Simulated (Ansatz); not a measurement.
# Al under changes of volume

One of the cells (16.669 Å³/atom); the others are scaled copies at fixed shape and fractional positions:

```
Al
1.0
     2.81246    0.00000    0.00000
    -1.40623    2.43566    0.00000
     0.00000    0.00000    4.86685
Al
2
Cartesian
  0.0000 1.6238 1.2167
  1.4062 0.8119 3.6501
```

This isn't the form of Al at room conditions, which is fcc.

```yaml
Program: Ansatz 0.2.0
Functional: PBE
Potentials_or_basis: all-electron LAPW, scalar-relativistic
Cutoff: 154 eV (chosen from the basis error)
Basis_error_allowed: 0.0005 eV/atom
k_mesh: 11 × 11 × 6
Occupations: fermi-dirac, width 0.05 eV
Spin: no spin polarisation
```

| volume (Å³/atom) | energy over the lowest point (meV/atom) | pressure (GPa) |
| --- | --- | --- |
| 15.669 | 16.82 | 5.6 |
| 16.003 | 7.39 | 3.6 |
| 16.336 | ? | ? |
| 16.669 | 0.00 | 0.2 |
| 17.003 | 1.27 | -1.3 |
| 17.336 | 5.39 | -2.6 |
| 17.670 | 12.08 | -3.7 |

Task: What does the run at 16.336 Å³/atom give?

Result: Energy over the lowest point 1.92 meV/atom; pressure 1.8 GPa.

Worked out: A Birch-Murnaghan fit of order 3 (a polynomial in V^(-2/3)) to the other rows has its minimum at 16.70 Å³/atom with B0 = V·E''(V) = 76 GPa and B' = 4.4 at fixed shape and positions, which overstates the stiffness. It gives 1.93 meV/atom at 16.336 Å³/atom, against the run's 1.92, and -dE/dV = 1.7 GPa, against 1.8.

Energies are extrapolated to zero smearing.
